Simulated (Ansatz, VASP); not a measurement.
**F: VASP beside Ansatz**

```
F
1.0
     3.17315   -1.82372   -0.24474
     3.17315    1.82372   -0.24474
    -2.38597    0.00000    7.30350
F
4
Direct
  0.08485 0.08485 0.09400
  0.91515 0.91515 0.90600
  0.50157 0.50157 0.59372
  0.49843 0.49843 0.40628
```

Change from the starting cell: volume 20.600 Å^3 an atom, stretch along a over the lengths across it, relative to the relaxed cell 1.0000.

Alike in both runs: task single point; functional PBEsol; k mesh 4 × 4 × 2; occupations gaussian, width 0.05 eV; no spin polarisation.

```csv
,VASP,Ansatz
version,VASP 6.6.1,Ansatz 0.2.0
potentials or method,"VASP PAW PBE potentials, release 64 (F)","scalar-relativistic, plane waves, PAW"
plane-wave cutoff (eV),520,520
valence electrons in the cell,28,28
```

Ansatz gave:

- gap on the k mesh at the Fermi level (eV): 2.76
- least direct gap on the mesh (eV): 2.83
- pressure (GPa): -2.2
- largest component of the traceless stress (GPa): 3.34
- rms of the force components (eV/Å): 0.638

Task: What did VASP give for the same quantities?

Result: gap on the k mesh at the Fermi level (eV): 2.69; least direct gap on the mesh (eV): 2.76; pressure (GPa): -1.9; largest component of the traceless stress (GPa): 2.22; rms of the force components (eV/Å): 0.427.

Atom by atom the forces differ by 0.212 eV/Å (rms over components). The functional is the same, so the differences come from potentials, cutoffs and numerics.

Caveats: the k mesh is coarse (spacing up to 0.51 Å⁻¹), so the values aren't converged; the PAW data sets were made with another functional, which shifts forces and pressure a little (VASP). A k mesh can miss the band edges.
